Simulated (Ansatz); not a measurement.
The system is ZnSe (Stilleite).

```
Se Zn
1.0
     0.00000    2.83380    2.83380
     2.83380    0.00000    2.83380
     2.83380    2.83380    0.00000
Se Zn
1 1
Direct
  0.75000 0.75000 0.75000
  0.00000 0.00000 0.00000
```

Base run:

| Quantity | Value |
| --- | --- |
| Program | Ansatz 0.2.0 |
| Functional | PBE |
| Potentials or basis | all-electron LAPW, scalar-relativistic |
| Cutoff | 311 eV (chosen from the basis error) |
| Basis error allowed | 0.001 eV/atom |
| k mesh | 8 × 8 × 8 |
| Occupations | gaussian, width 0.012 eV |
| Spin | no spin polarisation |

Its results: band gap on the k mesh 1.29 eV, direct; pressure 2.1 GPa.

Problem. The run is repeated on the same cell with these changes: functional from PBE to revPBE; occupations from gaussian, width 0.012 eV to fermi-dirac, width 0.05 eV. What comes out?

Solution. Band gap on the k mesh 1.41 eV, direct; pressure 3.8 GPa.
